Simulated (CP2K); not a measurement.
Write the native input for CP2K 2026.2 that does the following.

```
Task                                   : band structure
Functional                             : PBE
Potentials or basis                    : POTENTIAL_UZH Sn GTH-PBE-q14, O GTH-PBE-q6; TZVP-MOLOPT-PBE-GTH basis
Density cutoff                         : 8163 eV
k mesh                                 : 7 × 7 × 6
Occupations                            : fermi-dirac, width 0.05 eV
Spin                                   : no spin polarisation
SCF solver                             : diagonalisation with k points
Quickstep method                       : GPW
EPS_DEFAULT                            : 1.0E-9
EPS_SCF                                : 1.0E-6
MAX_SCF                                : 100
SCF_GUESS                              : ATOMIC
k points reduced by the point group    : yes
Mesh centred on Gamma                  : yes
CHOLESKY                               : OFF
EPS_EIGVAL                             : 1.0E-7
MIXING METHOD                          : BROYDEN_MIXING
MIXING ALPHA                           : 0.4
NBUFFER                                : 8
NGRIDS                                 : 5
Basis sets                             : Sn TZVP-MOLOPT-PBE-GTH-q14, O TZVP-MOLOPT-PBE-GTH-q6
Potentials                             : Sn GTH-PBE-q14 of POTENTIAL_UZH, O GTH-PBE-q6 of POTENTIAL_UZH
ADDED_MOS                              : [14]
Points a segment of the path (NPOINTS) : 6
Bands added on the path                : 2
REL_CUTOFF (Ry)                        : 60 Ry
MIXING BETA (1/bohr)                   : 1.5 1/bohr
CUTOFF of the grids                    : 600 Ry
```

SnO:

```xyz
4
Lattice="3.8137 0.0000 0.0000 0.0000 3.8137 0.0000 0.0000 0.0000 4.8869" Properties=species:S:1:pos:R:3 pbc="T T T"
Sn    1.9068    0.0000    3.7367
Sn    0.0000    1.9068    1.1503
O     0.0000    0.0000    0.0000
O     1.9068    1.9068    0.0000
```

The cell is a database's computed one.

The input as run:

sno_bands.inp

```
&GLOBAL
  PROJECT sno_bands
  RUN_TYPE ENERGY_FORCE
  PRINT_LEVEL LOW
&END GLOBAL
&FORCE_EVAL
  METHOD QS
  STRESS_TENSOR ANALYTICAL
  &DFT
    BASIS_SET_FILE_NAME BASIS_MOLOPT_UZH
    POTENTIAL_FILE_NAME POTENTIAL_UZH
    &MGRID
      CUTOFF 600
      REL_CUTOFF 60
      NGRIDS 5
    &END MGRID
    &QS
      METHOD GPW
      EPS_DEFAULT 1.0E-9
    &END QS
    &KPOINTS
      SCHEME MONKHORST-PACK 7 7 6
      GAMMA_CENTERED T
      SYMMETRY T
      SYMMETRY_BACKEND SPGLIB
    &END KPOINTS
    &SCF
      SCF_GUESS ATOMIC
      EPS_SCF 1.0E-6
      MAX_SCF 100
      ADDED_MOS 14
      CHOLESKY OFF
      EPS_EIGVAL 1.0E-7
      &DIAGONALIZATION ON
        ALGORITHM STANDARD
      &END DIAGONALIZATION
      &MIXING ON
        METHOD BROYDEN_MIXING
        ALPHA 0.4
        BETA 1.5
        NBUFFER 8
      &END MIXING
      &SMEAR ON
        METHOD FERMI_DIRAC
        ELECTRONIC_TEMPERATURE [K] 580.226
      &END SMEAR
    &END SCF
    &XC
      &XC_FUNCTIONAL
        &GGA_X_PBE
        &END GGA_X_PBE
        &GGA_C_PBE
        &END GGA_C_PBE
      &END XC_FUNCTIONAL
    &END XC
    &PRINT
      &KPOINTS ON
      &END KPOINTS
      &MULLIKEN ON
      &END MULLIKEN
      &MO ON
        ENERGIES T
        OCCUPATION_NUMBERS T
        &EACH
          QS_SCF 0
        &END EACH
        ADD_LAST NUMERIC
      &END MO
      &BAND_STRUCTURE
        FILE_NAME bands.bs
        ADDED_MOS 2
        &KPOINT_SET
          UNITS B_VECTOR
          NPOINTS 6
          SPECIAL_POINT GAMMA 0.00000000 0.00000000 0.00000000
          SPECIAL_POINT X 0.00000000 0.50000000 0.00000000
          SPECIAL_POINT M 0.50000000 0.50000000 0.00000000
          SPECIAL_POINT GAMMA 0.00000000 0.00000000 0.00000000
          SPECIAL_POINT Z 0.00000000 0.00000000 0.50000000
          SPECIAL_POINT R 0.00000000 0.50000000 0.50000000
          SPECIAL_POINT A 0.50000000 0.50000000 0.50000000
          SPECIAL_POINT Z 0.00000000 0.00000000 0.50000000
        &END KPOINT_SET
        &KPOINT_SET
          UNITS B_VECTOR
          NPOINTS 6
          SPECIAL_POINT X 0.00000000 0.50000000 0.00000000
          SPECIAL_POINT R 0.00000000 0.50000000 0.50000000
        &END KPOINT_SET
        &KPOINT_SET
          UNITS B_VECTOR
          NPOINTS 6
          SPECIAL_POINT M 0.50000000 0.50000000 0.00000000
          SPECIAL_POINT A 0.50000000 0.50000000 0.50000000
        &END KPOINT_SET
      &END BAND_STRUCTURE
    &END PRINT
  &END DFT
  &SUBSYS
    &CELL
      ABC 3.8136952200 3.8136952200 4.8869133000
      ALPHA_BETA_GAMMA 90.0000000000 90.0000000000 90.0000000000
      PERIODIC XYZ
    &END CELL
    &COORD
      SCALED
      Sn  0.5000000000 0.0000000000 0.7646261400
      Sn  0.0000000000 0.5000000000 0.2353738600
      O   0.0000000000 0.0000000000 0.0000000000
      O   0.5000000000 0.5000000000 0.0000000000
    &END COORD
    &KIND Sn
      BASIS_SET TZVP-MOLOPT-PBE-GTH-q14
      POTENTIAL GTH-PBE-q14
    &END KIND
    &KIND O
      BASIS_SET TZVP-MOLOPT-PBE-GTH-q6
      POTENTIAL GTH-PBE-q6
    &END KIND
    &PRINT
      &ATOMIC_COORDINATES ON
      &END ATOMIC_COORDINATES
      &CELL ON
      &END CELL
      &SYMMETRY ON
      &END SYMMETRY
    &END PRINT
  &END SUBSYS
  &PRINT
    &FORCES ON
    &END FORCES
    &STRESS_TENSOR ON
    &END STRESS_TENSOR
  &END PRINT
&END FORCE_EVAL
```

Potentials or basis: POTENTIAL_UZH Sn GTH-PBE-q14, O GTH-PBE-q6; TZVP-MOLOPT-PBE-GTH basis.

Command:

```bash
$ OMP_NUM_THREADS=1 cp2k.psmp -i sno_bands.inp -o sno_bands.out
```

It gave:

* Pressure: 5.7 GPa
* Largest force: 0.647 eV/Å
* Band gap on the k mesh: 0.53 eV, indirect (least direct gap 1.98 eV)
* Band gap along the path: 0.28 eV, indirect (least direct gap 1.96 eV)
* Mulliken charges: Sn +1.19; O -1.19 e

Caveat: Mulliken charges move with the basis; spin-orbit coupling is left out, which moves the levels of the heavy elements; the mesh misses the band edges, which the band path finds closer together; the basis of atomic orbitals isn't converged, which shifts pressures, moduli and gaps.

It took 58 s on 1 thread of Arm Neoverse V2, on a shared host, peak memory 0.49 GiB.
